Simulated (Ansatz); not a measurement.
# Cd (simple hexagonal type) under strong compression

```
Cd
1.0
     3.03983    0.00000    0.00000
    -1.51992    2.63257    0.00000
     0.00000    0.00000    3.15531
Cd
1
Direct
  0.00000 0.00000 0.00000
```

The cell comes from a relaxation on PAW files under the same functional, begun from a prototype that needn't be the stable phase.

Its volume is scaled, and at each volume shape and atoms are relaxed on PAW files; all methods then take that cell.

All numbers are PBE results (scalar-relativistic) from Ansatz 0.2.0, with a Γ-centred 14×14×13 k mesh, Fermi–Dirac smearing of 0.1 eV, no spin polarisation. Methods: LAPW: all electrons, basis error target 1 meV/atom; PAW: frozen-core files, cutoff 420 eV; crystal datasets: all electrons, by PAW datasets that the program makes for each cell; norm-conserving: pseudopotentials, cutoff 1071 eV; PAW (cutoff 250 eV): frozen-core files, cutoff 250 eV.

Energies are extrapolated to zero smearing and count from the unscaled cell; pressure is positive in compression; gaps take the mesh and a band path. No temperature or zero-point motion is included.

The structure type is held throughout; the real material can change phase at far lower pressure.

```tsv
V/V0	V (Å³/atom)	P LAPW (GPa)	ΔE LAPW (eV/atom)	P PAW − LAPW (GPa)	ΔE PAW − LAPW (meV/atom)	space group	shortest distance (Å)
1.00	25.25	0.03	0.000	-0.01	0.0	P6/mmm	3.040
0.92	23.23	3.67	0.021	0.00	0.0	P6/mmm	2.969
0.84	21.21	9.88	0.103	0.00	0.0	P6/mmm	2.890
0.76	19.19	20.5	0.288	0.01	0.1	P6/mmm	2.803
0.68	17.17	39.2	0.653	0.01	0.2	P6/mmm	2.703
0.60	15.15	73.2	1.339	-0.01	0.3	P6/mmm	2.580
0.52	13.13	?	?	?	?	?	?
0.45	11.36	250.4	4.707	-0.09	-0.5	P6/mmm	2.321
```

**Question.** Fit the Vinet equation to the LAPW pressures shown (residuals weighted by 1/(|P| + 0.03·Pmax)), and predict the pressure of the withheld row.

**Answer.** The fit gives V0 = 25.32 Å³/atom, B0 = 31.7 GPa and B0′ = 6.33. At 13.13 Å³/atom, x = (V/V0)^(1/3) = 0.8034, and P = 3·B0·(1 − x)/x²·exp[1.5·(B0′ − 1)·(1 − x)] = 139.6 GPa. The run itself gave 138.8 GPa (+0.6 % off) and ΔE = 2.628 eV/atom.

**Question.** At the smallest volume, how far do crystal datasets and norm-conserving and PAW (cutoff 250 eV) lie from LAPW in pressure?

**Answer.** crystal datasets: 0.00 GPa; norm-conserving: +0.35 GPa; PAW (cutoff 250 eV): -6.98 GPa, on a LAPW pressure of 250.4 GPa.
